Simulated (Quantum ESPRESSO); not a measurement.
# HfN (P1) in Quantum ESPRESSO: convergence with SCF threshold

Aim: find how far SCF threshold must go before the results for HfN settle, at PBEsol. This setting moves, with any that are tied to it; all else stays.

Program: Quantum ESPRESSO 7.5. These are calculated values, not measurements. Logs are shortened: lines on timing, memory, paths and dates and some standing lists are left out, and cuts for length are marked.

### Step 1. The cell of the first run

The typed cell holds 2 atoms: a = 3.190 Å, b = 3.190 Å, c = 3.190 Å, α = 60.00°, β = 60.00°, γ = 60.00°.

The cell isn't the ideal one: atoms moved at random, drawn with an rms of 0.02 Å.

### Step 2. With SCF threshold 0.001 Ry

File pw.in:

```
&CONTROL
  calculation = 'scf'
  prefix = 'pwscf'
  outdir = './tmp'
  pseudo_dir = './pseudo'
  tprnfor = .true.
  tstress = .true.
  disk_io = 'nowf'
/
&SYSTEM
  ibrav = 0
  nat = 2
  ntyp = 2
  ecutwfc = 84
  nbnd = 15
  occupations = 'smearing'
  smearing = 'mv'
  degauss = 0.00999582
/
&ELECTRONS
  conv_thr = 0.001
  electron_maxstep = 120
  mixing_beta = 0.5
/
ATOMIC_SPECIES
Hf   178.4900 Hf.upf
N     14.0070 N.upf
CELL_PARAMETERS angstrom
   0.0000000000    2.2560000000    2.2560000000
   2.2560000000    0.0000000000    2.2560000000
   2.2560000000    2.2560000000    0.0000000000
ATOMIC_POSITIONS crystal
Hf    -0.0036090000    0.0047080000    0.0016950000
N      0.4950000000    0.5041690000    0.4938940000
K_POINTS automatic
8 8 8 0 0 0
```

Potentials or basis: PseudoDojo 0.4.1 SR PBEsol standard.

On the command line:

```sh
OMP_NUM_THREADS=1 pw.x -in pw.in > pw.out
```

It took 70 s on 1 thread of Arm Neoverse V1, shared host; peak memory 0.16 GiB.

What came out:

```
Free energy            : -1819.2804 eV
Pressure               : 0.4 GPa
Largest force          : 0.335 eV/Å
Band gap on the k mesh : none (metal or under the smearing width)
```

### Step 3. With SCF threshold 0.0001 Ry

Changes to pw.in since step 2:

```diff
@@ -20,3 +20,3 @@
 &ELECTRONS
-  conv_thr = 0.001
+  conv_thr = 0.0001
   electron_maxstep = 120
```

Potentials or basis: PseudoDojo 0.4.1 SR PBEsol standard.

On the command line:

```sh
OMP_NUM_THREADS=1 pw.x -in pw.in > pw.out
```

Wall time 80 s (1 thread of Arm Neoverse V1, shared host); peak memory 0.17 GiB.

What came out:

| Quantity | Value |
| --- | --- |
| Free energy | -1819.2807 eV |
| Pressure | -1.9 GPa |
| Largest force | 0.332 eV/Å |
| Band gap on the k mesh | none (metal or under the smearing width) |

### Step 4. With SCF threshold 1e-05 Ry

Changes to pw.in since step 3:

```diff
@@ -20,3 +20,3 @@
 &ELECTRONS
-  conv_thr = 0.0001
+  conv_thr = 1d-05
   electron_maxstep = 120
```

On the command line:

```sh
OMP_NUM_THREADS=1 pw.x -in pw.in > pw.out
```

Run time: 91 s. Hardware: 1 thread of Arm Neoverse V1, shared host; peak memory 0.17 GiB.

Results:

```yaml
Free_energy: -1819.2808 eV
Pressure: -2.1 GPa
Largest_force: 0.331 eV/Å
Band_gap_on_the_k_mesh: none (metal or under the smearing width)
```

### Step 5. With SCF threshold 1e-06 Ry

Changes to pw.in since step 4:

```diff
@@ -20,3 +20,3 @@
 &ELECTRONS
-  conv_thr = 1d-05
+  conv_thr = 1d-06
   electron_maxstep = 120
```

On the command line:

```sh
OMP_NUM_THREADS=1 pw.x -in pw.in > pw.out
```

It took 1.7 min on 1 thread of Arm Neoverse V1, shared host; peak memory 0.17 GiB.

What came out:

| Property | Result |
| --- | --- |
| Free energy | -1819.2808 eV |
| Pressure | -2.5 GPa |
| Largest force | 0.331 eV/Å |
| Band gap on the k mesh | none (metal or under the smearing width) |

### Step 6. With SCF threshold 1e-07 Ry

Changes to pw.in since step 5:

```diff
@@ -20,3 +20,3 @@
 &ELECTRONS
-  conv_thr = 1d-06
+  conv_thr = 1d-07
   electron_maxstep = 120
```

Potentials or basis: PseudoDojo 0.4.1 SR PBEsol standard.

On the command line:

```sh
OMP_NUM_THREADS=1 pw.x -in pw.in > pw.out
```

Wall time 1.7 min (1 thread of Arm Neoverse V1, shared host); peak memory 0.17 GiB.

Results (log left out):

- Free energy: -1819.2808 eV
- Pressure: -2.5 GPa
- Largest force: 0.331 eV/Å
- Band gap on the k mesh: none (metal or under the smearing width)

### Step 7. With SCF threshold 1e-08 Ry

Changes to pw.in since step 6:

```diff
@@ -20,3 +20,3 @@
 &ELECTRONS
-  conv_thr = 1d-07
+  conv_thr = 1d-08
   electron_maxstep = 120
```

On the command line:

```sh
OMP_NUM_THREADS=1 pw.x -in pw.in > pw.out
```

Run time: 1.9 min. Hardware: 1 thread of Arm Neoverse V1, shared host; peak memory 0.17 GiB.

It converged, with:

```
Free energy            : -1819.2808 eV
Pressure               : -2.5 GPa
Largest force          : 0.331 eV/Å
Band gap on the k mesh : none (metal or under the smearing width)
```

### Step 8. With SCF threshold 1e-10 Ry

Changes to pw.in since step 7:

```diff
@@ -20,3 +20,3 @@
 &ELECTRONS
-  conv_thr = 1d-08
+  conv_thr = 1d-10
   electron_maxstep = 120
```

On the command line:

```sh
OMP_NUM_THREADS=1 pw.x -in pw.in > pw.out
```

It took 2.5 min on 1 thread of Arm Neoverse V1, shared host; peak memory 0.17 GiB.

Results (log left out):

* Free energy: -1819.2808 eV
* Pressure: -2.5 GPa
* Largest force: 0.331 eV/Å
* Band gap on the k mesh: none (metal or under the smearing width)

### Step 9. With SCF threshold 1e-12 Ry

Changes to pw.in since step 8:

```diff
@@ -20,3 +20,3 @@
 &ELECTRONS
-  conv_thr = 1d-10
+  conv_thr = 1d-12
   electron_maxstep = 120
```

Potentials or basis: PseudoDojo 0.4.1 SR PBEsol standard.

On the command line:

```sh
OMP_NUM_THREADS=1 pw.x -in pw.in > pw.out
```

pw.out:

```text
This program is part of the open-source Quantum ESPRESSO suite
     for quantum simulation of materials; please cite
[... 6 lines left out ...]
     --------------------
     sticks:   dense  smooth     PW     G-vecs:    dense   smooth      PW
     Sum         847     847    253                16145    16145    2733

     Using Slab Decomposition

     bravais-lattice index     =            0
     lattice parameter (alat)  =       6.0291  a.u.
     unit-cell volume          =     154.9687 (a.u.)^3
     number of atoms/cell      =            2
     number of atomic types    =            2
     number of electrons       =        17.00
     number of Kohn-Sham states=           15
     kinetic-energy cutoff     =      84.0000  Ry
     charge density cutoff     =     336.0000  Ry
     scf convergence threshold =      1.0E-12
     mixing beta               =       0.5000
     number of iterations used =            8  plain     mixing
     Exchange-correlation= PBESOL
                           (   1   4  10   8   0   0   0)

     celldm(1)=   6.029107  celldm(2)=   0.000000  celldm(3)=   0.000000
     celldm(4)=   0.000000  celldm(5)=   0.000000  celldm(6)=   0.000000

     crystal axes: (cart. coord. in units of alat)
               a(1) = (   0.000000   0.707107   0.707107 )
               a(2) = (   0.707107   0.000000   0.707107 )
               a(3) = (   0.707107   0.707107   0.000000 )

     reciprocal axes: (cart. coord. in units 2 pi/alat)
               b(1) = ( -0.707107  0.707107  0.707107 )
               b(2) = (  0.707107 -0.707107  0.707107 )
               b(3) = (  0.707107  0.707107 -0.707107 )

     PseudoPot. # 1 for Hf read from file:
     Hf.upf
     Pseudo is Norm-conserving + core correction, Zval = 12.0
     Generated using ONCVPSP code by D. R. Hamann
     Using radial grid of 1656 points,  8 beta functions with:
                l(1) =   0
                l(2) =   0
                l(3) =   1
                l(4) =   1
                l(5) =   2
                l(6) =   2
                l(7) =   3
                l(8) =   3

     PseudoPot. # 2 for N  read from file:
     N.upf
     Pseudo is Norm-conserving + core correction, Zval =  5.0
     Generated using ONCVPSP code by D. R. Hamann
     Using radial grid of 1058 points,  4 beta functions with:
                l(1) =   0
                l(2) =   0
                l(3) =   1
                l(4) =   1

     atomic species   valence    mass     pseudopotential
     Hf               12.00   178.49000     Hf( 1.00)
     N                 5.00    14.00700     N ( 1.00)

     No symmetry found

   Cartesian axes

     site n.     atom                  positions (alat units)
         1        Hf     tau(   1) = (   0.0045276  -0.0013534   0.0007771  )
         2        N      tau(   2) = (   0.7057371   0.6992537   0.7065192  )

     number of k points=   260  Marzari-Vanderbilt smearing, width (Ry)=  0.0100

     Number of k-points >= 100: set verbosity='high' to print them.

     Dense  grid:    16145 G-vectors     FFT dimensions: (  36,  36,  36)

     Initial potential from superposition of free atoms

     starting charge      16.9983, renormalised to      17.0000
     Starting wfcs are   14 randomized atomic wfcs +    1 random wfcs

     Self-consistent Calculation

     iteration #  1     ecut=    84.00 Ry     beta= 0.50
     Davidson diagonalization with overlap
     ethr =  1.00E-02,  avg # of iterations =  4.3

     total energy              =    -133.52417858 Ry
     estimated scf accuracy    <       0.49779358 Ry

     iteration #  2     ecut=    84.00 Ry     beta= 0.50
     Davidson diagonalization with overlap
     ethr =  2.93E-03,  avg # of iterations =  2.0

     total energy              =    -133.66800967 Ry
     estimated scf accuracy    <       0.24987560 Ry

     iteration #  3     ecut=    84.00 Ry     beta= 0.50
     Davidson diagonalization with overlap
     ethr =  1.47E-03,  avg # of iterations =  1.4

     total energy              =    -133.71422791 Ry
     estimated scf accuracy    <       0.00344116 Ry

     iteration #  4     ecut=    84.00 Ry     beta= 0.50
     Davidson diagonalization with overlap
     ethr =  2.02E-05,  avg # of iterations =  2.9

     total energy              =    -133.71457430 Ry
     estimated scf accuracy    <       0.00319934 Ry

     iteration #  5     ecut=    84.00 Ry     beta= 0.50
     Davidson diagonalization with overlap
     ethr =  1.88E-05,  avg # of iterations =  1.1

     total energy              =    -133.71466337 Ry
     estimated scf accuracy    <       0.00018107 Ry

     iteration #  6     ecut=    84.00 Ry     beta= 0.50
     Davidson diagonalization with overlap
     ethr =  1.07E-06,  avg # of iterations =  2.3

     total energy              =    -133.71467010 Ry
     estimated scf accuracy    <       0.00001984 Ry

     iteration #  7     ecut=    84.00 Ry     beta= 0.50
     Davidson diagonalization with overlap
     ethr =  1.17E-07,  avg # of iterations =  1.7

     total energy              =    -133.71467086 Ry
     estimated scf accuracy    <       0.00000354 Ry

     iteration #  8     ecut=    84.00 Ry     beta= 0.50
     Davidson diagonalization with overlap
     ethr =  2.08E-08,  avg # of iterations =  2.0

     total energy              =    -133.71467131 Ry
     estimated scf accuracy    <       0.00000002 Ry

     iteration #  9     ecut=    84.00 Ry     beta= 0.50
     Davidson diagonalization with overlap
     ethr =  9.93E-11,  avg # of iterations =  3.4

     total energy              =    -133.71467132 Ry
     estimated scf accuracy    <          5.3E-09 Ry

     iteration # 10     ecut=    84.00 Ry     beta= 0.50
     Davidson diagonalization with overlap
     ethr =  3.14E-11,  avg # of iterations =  2.0

     total energy              =    -133.71467132 Ry
     estimated scf accuracy    <          4.4E-09 Ry

     iteration # 11     ecut=    84.00 Ry     beta= 0.50
     Davidson diagonalization with overlap
     ethr =  2.58E-11,  avg # of iterations =  2.0

     total energy              =    -133.71467132 Ry
     estimated scf accuracy    <          1.6E-10 Ry

     iteration # 12     ecut=    84.00 Ry     beta= 0.50
     Davidson diagonalization with overlap
     ethr =  9.51E-13,  avg # of iterations =  1.4

     total energy              =    -133.71467132 Ry
     estimated scf accuracy    <          2.6E-11 Ry

     iteration # 13     ecut=    84.00 Ry     beta= 0.50
     Davidson diagonalization with overlap
     ethr =  1.52E-13,  avg # of iterations =  2.0

     End of self-consistent calculation

     Number of k-points >= 100: set verbosity='high' to print the bands.

     the Fermi energy is    18.6376 ev

!    total energy              =    -133.71467132 Ry
     estimated scf accuracy    <          4.2E-13 Ry
     smearing contrib. (-TS)   =       0.00004141 Ry
     internal energy E=F+TS    =    -133.71471274 Ry

     The total energy is F=E-TS. E is the sum of the following terms:
     one-electron contribution =      -6.45572774 Ry
     hartree contribution      =      13.51074604 Ry
     xc contribution           =     -34.56250552 Ry
     ewald contribution        =    -106.20722551 Ry

     convergence has been achieved in  13 iterations

     Forces acting on atoms (cartesian axes, Ry/au):

     atom    1 type  1   force =    -0.00854692   -0.00942375   -0.00197402
     atom    2 type  2   force =     0.00854692    0.00942375    0.00197402

     Total force =     0.018207     Total SCF correction =     0.000000

     Computing stress (Cartesian axis) and pressure

          total   stress  (Ry/bohr**3)                   (kbar)     P=      -25.09
  -0.00016823   0.00000005   0.00000000          -24.75        0.01        0.00
   0.00000005  -0.00016619   0.00000000            0.01      -24.45        0.00
   0.00000000   0.00000000  -0.00017727            0.00        0.00      -26.08

=------------------------------------------------------------------------------=
   JOB DONE.
=------------------------------------------------------------------------------=
```

It took 2.7 min on 1 thread of Arm Neoverse V1, shared host; peak memory 0.16 GiB.

Results:

| Quantity | Value |
| --- | --- |
| Free energy | -1819.2808 eV |
| Pressure | -2.5 GPa |
| Largest force | 0.331 eV/Å |
| Band gap on the k mesh | none (metal or under the smearing width) |

### Step 10. The series at a glance

```
SCF threshold  energy less the tightest run, at zero smearing (meV/atom)  pressure (GPa)  largest force (eV/Å)  SCF cycles  CPU time (s)  peak memory (GiB)
     0.001 Ry                                                       0.19            0.37                 0.335           5            70               0.16
    0.0001 Ry                                                       0.04           -1.93                 0.332           6            80               0.17
     1e-05 Ry                                                       0.01           -2.14                 0.331           7            91               0.17
     1e-06 Ry                                                       0.00           -2.46                 0.331           8           100               0.17
     1e-07 Ry                                                       0.00           -2.46                 0.331           8           100               0.17
     1e-08 Ry                                                       0.00           -2.53                 0.331           9           120               0.17
     1e-10 Ry                                                       0.00           -2.51                 0.331          12           150               0.17
     1e-12 Ry                                                       0.00           -2.51                 0.331          13           160               0.16
```

Against the tightest run, the energy stays within 1 meV/atom from 0.001 Ry on; the pressure stays within 0.1 GPa from 1e-06 Ry on; the largest force stays within 0.005 eV/Å from 0.001 Ry on. The tightest run that finished is the yardstick and may itself not be fully converged.
